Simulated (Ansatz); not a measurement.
**SiO2: how the free axis answers a strain**

SiO2, P6_422, a = 5.060 Å, c = 5.541 Å. This isn't the usual stable structure of the compound. Ansatz: r2SCAN, PAW, 500 eV, Γ-centred 6×6×4 mesh on 9 atoms, Gaussian smearing 0.02 eV; no spin polarisation. Series: biaxial strain in the a-b plane, c and atoms relaxed; x is the strain in per cent. y is the change of c in per cent of 5.541 Å.

| x (%) | y (%) |
| --- | --- |
| -2.0 | 2.32 |
| -1.0 | 1.17 |
| 0.0 | 0.00 |
| 1.0 | ? |
| 2.0 | -2.45 |

Q: Fit y = c1 x + c2 x² to the other rows, say what c1 measures, and predict the missing y.

A: Least squares on the rows shown. y = −1.192 x − 0.01642 x². With no stress along c, c1 = −2C13/C33 = -1.192. At x = 1.0 the fit asked for gives -1.21 %. The run gave -1.22 %, so the fit is 0.01 % too high, a small miss on the scale of the series.